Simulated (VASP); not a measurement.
Crystal: SiC.

```
Si C
1.0
     0.00000    2.11927    2.11927
     2.11927    0.00000    2.11927
     2.11927    2.11927    0.00000
Si C
1 1
Cartesian
  0.0000 0.0000 0.0000
  2.1193 2.1193 2.1193
```

The cell was built by a generator and needn't be a form met in nature.

```yaml
Program: VASP 6.6.1
Task: relaxation of cell and atoms
Functional: AM05
Potentials_or_basis: VASP PAW PBE potentials, release 64 (Si, C)
Cutoff: 600 eV
k_mesh: 12 × 12 × 12
Occupations: gaussian, width 0.03 eV
Spin: no spin polarisation
```

At the start: pressure -28.9 GPa; volume 9.52 Å³/atom.

Problem. How do energy, volume and symmetry change on relaxing?

Solution. Over 15 steps the energy falls by 142.4 meV/atom and the volume is 8.18 Å³/atom (-14.0 %); space group Fm-3m (No. 225, to 0.05 Å).

The path:
| step | energy change (eV) | largest force (eV/Å) | pressure (GPa) | volume (Å³) |
| --- | --- | --- | --- | --- |
| 1 | 0.0000 | 0.0000 | -28.88 | 19.04 |
| 2 | -0.1237 | 0.0000 | 34.99 | 14.69 |
| 3 | -0.2848 | 0.0000 | 0.37 | 16.34 |
| 4 | -0.2848 | 0.0000 | -0.52 | 16.39 |
| 5 | -0.2848 | 0.0000 | -0.51 | 16.39 |
| 6 | -0.2848 | 0.0000 | -0.46 | 16.38 |
| 7 | -0.2848 | 0.0000 | -0.46 | 16.38 |
| 8 | -0.2848 | 0.0000 | -0.46 | 16.38 |
| 9 | -0.2848 | 0.0000 | -0.45 | 16.38 |
| 10 | -0.2848 | 0.0000 | -0.45 | 16.38 |
| 11 | -0.2848 | 0.0000 | -0.44 | 16.38 |
| 12 | -0.2848 | 0.0000 | -0.42 | 16.38 |
| 13 | -0.2848 | 0.0000 | -0.38 | 16.38 |
| 14 | -0.2848 | 0.0000 | -0.31 | 16.38 |
| 15 | -0.2848 | 0.0000 | -0.16 | 16.37 |

Final structure:
```
CELL_PARAMETERS angstrom
0.00000 2.01512 2.01512
2.01512 0.00000 2.01512
2.01512 2.01512 0.00000
ATOMIC_POSITIONS crystal
Si 0.00000 0.00000 0.00000
C 0.50000 0.50000 0.50000
```

Caveat: the PAW data sets were made with another functional, which shifts forces and pressure a little.
